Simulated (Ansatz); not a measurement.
**C4H6 (singlet): from Hartree-Fock to the top rungs, cc-pVDZ**

An exercise on one series of results from a longer session: the logs are not shown, and one member is left open.

The runs use Ansatz 0.2.0, Gaussian basis; cc-pVDZ, core rule «outside noble gas», up to 4 orbitals frozen.

To be run: UHF; CCSD(T) on RHF; BCCD(T) on RHF; CISD; CCSDT(Q) on RHF; CASSCF and MRCISD+Q, 8 electrons in 8 orbitals; CASSCF and NEVPT2, 8 electrons in 8 orbitals.

35 further runs of the same task are left out: 2 for a known fault of the program, 1 that didn't finish, 32 set aside as unsound or not needed.

### What is computed

The geometry is an MP2(full)/6-31G* stationary point (not a proven minimum).

10 atoms, charge 0, spin multiplicity 1.

Atoms are counted from 1 here; the program's logs count them from 0.

Bond lengths: C1–C2 1.346 Å, C1–C3 1.512 Å, C1–H5 1.087 Å, C2–C4 1.512 Å, C2–H6 1.087 Å, C3–C4 1.564 Å, C3–H7 1.095 Å, C3–H8 1.095 Å, C4–H9 1.095 Å, C4–H10 1.095 Å. Angles: C2–C1–C3 94.1°, C2–C1–H5 133.6°, C3–C1–H5 132.2°, C1–C2–C4 94.1°, C1–C2–H6 133.6°, C4–C2–H6 132.2°, C1–C3–C4 85.9°, C1–C3–H7 115.9°, C1–C3–H8 115.9°, C4–C3–H7 114.7°, C4–C3–H8 114.7°, H7–C3–H8 108.6°, C2–C4–C3 85.9°, C2–C4–H9 115.9°, C2–C4–H10 115.9°, C3–C4–H9 114.7°, C3–C4–H10 114.7°, H9–C4–H10 108.6°.

The first run:

Contents of in.yaml:

```yaml
crystal:
  periodic: [false, false, false]
  atoms:
    - {symbol: C, position_ang: [0.000000, -0.672762, 0.785956]}
    - {symbol: C, position_ang: [0.000000, 0.672762, 0.785956]}
    - {symbol: C, position_ang: [0.000000, -0.781980, -0.721909]}
    - {symbol: C, position_ang: [0.000000, 0.781980, -0.721909]}
    - {symbol: H, position_ang: [0.000000, -1.422393, 1.572502]}
    - {symbol: H, position_ang: [0.000000, 1.422393, 1.572502]}
    - {symbol: H, position_ang: [-0.889310, -1.239242, -1.167852]}
    - {symbol: H, position_ang: [0.889310, -1.239242, -1.167852]}
    - {symbol: H, position_ang: [0.889310, 1.239242, -1.167852]}
    - {symbol: H, position_ang: [-0.889310, 1.239242, -1.167852]}
basis:
  gaussian: {orbitals: cc-pVDZ}
magnetization: {spin_polarized: true, initial_magnetization: 0}
hamiltonian: {xc: hf}
output: {orbitals: {seedname: orbitals}}
```

Run with:

```
$ ansatz run in.yaml --threads 1 --pin off --events-out ev --progress --plain --max-ram 4096MiB --backend cpu
```

Steps of the session up to this table: UHF; CCSD(T) on RHF; BCCD(T) on RHF; CISD; CCSDT(Q) on RHF; CASSCF and MRCISD+Q, 8 electrons in 8 orbitals; CASSCF and NEVPT2, 8 electrons in 8 orbitals.

One table of the session follows, with a row left open; its other results are not shown here.

It belongs to the step «Misses and costs». 

```
           method  from RCCSDT(Q) (meV)
              RHF              +16594.3
             RMP2               +1806.9
             CISD               +2939.2
            RCCSD                +634.2
         RCCSD(T)                 +59.3
          BCCD(T)                 +58.5
           RCCSDT                 +40.9
        RCCSDT(Q)                     0
  CASSCF frontier              +13972.4
  NEVPT2 frontier               +2175.2
  MRCISD frontier               +2107.3
MRCISD+Q frontier                     ?
```

Estimate the missing values for MRCISD+Q frontier.

**Answer.** from RCCSDT(Q) (meV): +384.5. In the column «from RCCSDT(Q) (meV)» it lies between RCCSD(T) (+59.3) and RCCSD (+634.2).

With the free atoms at the same levels and basis (separate runs), the atomisation energy is 40.358 eV at RCCSDT(Q), 40.335 eV at RCCSD(T), 31.836 eV at RHF.
